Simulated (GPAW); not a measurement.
HfB2:

```
CELL_PARAMETERS angstrom
3.14000 0.00000 0.00000
-1.57000 2.71932 0.00000
0.00000 0.00000 3.48000
ATOMIC_POSITIONS crystal
Hf 0.00000 0.00000 0.00000
B 0.66667 0.33333 0.50000
B 0.33333 0.66667 0.50000
```

```yaml
Program: GPAW 26.7.0
Task: relaxation of cell and atoms
Functional: PBEsol
Dispersion: D3(BJ)
Potentials_or_basis: PAW data sets generated in the run's folder for this functional
Cutoff: 800 eV
Basis: pw
k_mesh: 7 × 7 × 6
Occupations: fermi-dirac, width 0.05 eV
Spin: no spin polarisation
```

At the start: pressure -9.2 GPa; volume 9.90 Å³/atom.

Task: Where does the relaxation end?

Result: Over 7 steps the energy falls by 10.1 meV/atom and the volume is 9.56 Å³/atom (-3.5 %); space group P6/mmm (No. 191, to 0.05 Å).

The path:
```
step  energy change (eV)  largest force (eV/Å)  pressure (GPa)  volume (Å³)
   1              0.0000                0.0000           -9.15        29.71
   2             -0.0120                0.0000           -7.18        29.48
   3             -0.0297                0.0000            0.33        28.64
   4             -0.0298                0.0000            0.06        28.67
   5             -0.0301                0.0000           -0.25        28.70
   6             -0.0302                0.0000           -0.24        28.69
   7             -0.0302                0.0000           -0.08        28.68
```

Final structure:
```xyz
3
Lattice="3.1099 0.0000 0.0000 -1.5550 2.6933 0.0000 0.0000 0.0000 3.4236" Properties=species:S:1:pos:R:3 pbc="T T T"
Hf    0.0000    0.0000    0.0000
B     1.5550    0.8978    1.7118
B     0.0000    1.7955    1.7118
```

Caveat: later steps reuse the first step's grids; pairwise dispersion overbinds metals, which lowers pressure and volume.
